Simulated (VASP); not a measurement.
## Ca: single point with PBE

The system is Ca, a slab with vacuum.

```
Ca
1.0
     7.81324    0.00000    0.00000
    -3.90662    6.76646    0.00000
     0.00000    0.00000   18.49775
Ca
8
Direct
  0.33333 0.16667 0.21624
  0.33333 0.66667 0.21624
  0.83333 0.16667 0.21624
  0.83333 0.66667 0.21624
  0.16667 0.33333 0.37830
  0.16667 0.83333 0.37830
  0.66667 0.33333 0.37830
  0.66667 0.83333 0.37830
```

The slab is cut from a database's or a generator's crystal, which needn't be the stable form of the element.

The cell isn't the ideal one: the clean substrate in the cell of the map.

* Program: VASP 6.6.1
* Task: single point
* Functional: PBE
* Potentials or basis: VASP PAW PBE potentials, release 64 (Ca_sv)
* Cutoff: 520 eV
* k mesh: 6 × 6 × 1
* Occupations: gaussian, width 0.1 eV
* Spin: no spin polarisation

```yaml
Band_gap_on_the_k_mesh: none (metal or under the smearing width)
```

Levels at points of the mesh, in eV from the Fermi level:
```csv
k point,band 38,band 39,band 40,band 41,band 42,band 43
"(0.00, 0.00, 0.00)",-0.68,-0.68,-0.68,-0.05,0.21,0.21
"(0.50, 0.00, 0.00)",-1.27,0.03,0.03,0.23,0.23,0.28
```

Wall time 18 min on 1 thread of Intel(R) Xeon(R) Platinum 8375C CPU @ 2.90GHz (Ice Lake), with other jobs on the host, peak memory 1.1 GiB.
